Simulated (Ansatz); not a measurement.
# MoS2: the cost of one run

Program: Ansatz 0.2.0. Level of theory: DFT LDA+U (U_eff = 4 eV on Mo d), plane waves, PAW. These are calculated values, not measurements.

### 1 The starting structure

The structure is trigonal, space group R3m (No. 160). The conventional cell has a = 3.163 Å, b = 3.163 Å, c = 18.370 Å, α = 90.00°, β = 90.00°, γ = 120.00°. Around Mo (site symmetry 3m) lie 6 S at 2.36 Å. Around S (site symmetry 3m) lie 3 Mo at 2.36 Å.

As a file:

```cif
data_structure
_symmetry_space_group_name_H-M 'P 1'
_symmetry_Int_Tables_number 1
_cell_length_a 6.3898
_cell_length_b 6.3898
_cell_length_c 12.7797
_cell_angle_alpha 28.660
_cell_angle_beta 28.660
_cell_angle_gamma 28.660
_cell_volume 106.11
loop_
_atom_site_label
_atom_site_type_symbol
_atom_site_fract_x
_atom_site_fract_y
_atom_site_fract_z
_atom_site_occupancy
Mo1 Mo 0.00000 0.00000 0.00000 1
S1 S 0.74840 0.74840 0.37420 1
S2 S 0.58490 0.58490 0.29245 1
Mo2 Mo 0.00000 0.00000 0.50000 1
S3 S 0.74840 0.74840 0.87420 1
S4 S 0.58490 0.58490 0.79245 1
```

Magnetic order typed: antiferromagnetic, doubled cell 0 0 1/2.

An earlier series on this cell reached its lowest free state from «random orbitals: single harmonics, first filling», perhaps among other starts (it ended without moments).

### 2 Random orbitals: single harmonics, second filling

The input, input.yaml:

```yaml
crystal:
  lattice:
    - [1.58149989, 0.91307939, 6.12332821]
    - [-1.58149989, 0.91307939, 6.12332821]
    - [0.0, -3.65231756, 12.24665642]
  atoms:
    - { symbol: Mo, position: [0.0, 0.0, 0.0], spin: 0.3 }
    - { symbol: S, position: [0.7484, 0.7484, 0.3742] }
    - { symbol: S, position: [0.5849, 0.5849, 0.29245] }
    - { symbol: Mo, position: [0.0, 0.0, 0.5], spin: -0.3 }
    - { symbol: S, position: [0.7484, 0.7484, 0.8742] }
    - { symbol: S, position: [0.5849, 0.5849, 0.79245] }
basis:
  ecutwfc: 420
  ecutrho_ratio: 4
kpoints:
  mp_grid: { grid: [7, 7, 4] }
hamiltonian:
  xc: lda
  hubbard:
    sites:
      - { site: 0, l: d, u_eff: 4.0, starting_ns: [{ spin: up, occupation_matrix: s0up }, { spin: down, occupation_matrix: s0down }] }
      - { site: 3, l: d, u_eff: 4.0, starting_ns: [{ spin: up, occupation_matrix: s3up }, { spin: down, occupation_matrix: s3down }] }
    occupation_matrices:
      s0up:
        matrix:
          - [0.02, 0.0, 0.0, 0.0, 0.0]
          - [0.0, 0.97, 0.0, 0.0, 0.0]
          - [0.0, 0.0, 0.02, 0.0, 0.0]
          - [0.0, 0.0, 0.0, 0.02, 0.0]
          - [0.0, 0.0, 0.0, 0.0, 0.02]
      s0down:
        matrix:
          - [0.02, 0.0, 0.0, 0.0, 0.0]
          - [0.0, 0.97, 0.0, 0.0, 0.0]
          - [0.0, 0.0, 0.02, 0.0, 0.0]
          - [0.0, 0.0, 0.0, 0.02, 0.0]
          - [0.0, 0.0, 0.0, 0.0, 0.02]
      s3up:
        matrix:
          - [0.02, 0.0, 0.0, 0.0, 0.0]
          - [0.0, 0.97, 0.0, 0.0, 0.0]
          - [0.0, 0.0, 0.02, 0.0, 0.0]
          - [0.0, 0.0, 0.0, 0.02, 0.0]
          - [0.0, 0.0, 0.0, 0.0, 0.02]
      s3down:
        matrix:
          - [0.02, 0.0, 0.0, 0.0, 0.0]
          - [0.0, 0.97, 0.0, 0.0, 0.0]
          - [0.0, 0.0, 0.02, 0.0, 0.0]
          - [0.0, 0.0, 0.0, 0.02, 0.0]
          - [0.0, 0.0, 0.0, 0.0, 0.02]
    ns_hold: { iters: 12 }
scf:
  occupations: { method: gaussian, width: 0.05 }
  lower_state_search: "off"
  max_iter: 150
output:
  forces: true
  stress: true
  eigenvalues: true
  populations: true
  hubbard: { sites: [{ site: 0, l: d }, { site: 3, l: d }] }
magnetization:
  spin_polarized: true
```

The typed matrices put 0.97 on the chosen orbitals and 0.02 on the others, and are held for 12 cycles.

On the command line:

```console
$ ansatz run input.yaml --threads 4 --pin off --max-ram 6144MiB --backend cpu --events-out ev --progress --plain --runs-dir out
```

What time and memory should one allow on 4 threads of Arm Neoverse V2, shared host?

About 24 s, with a peak of 0.64 GiB.
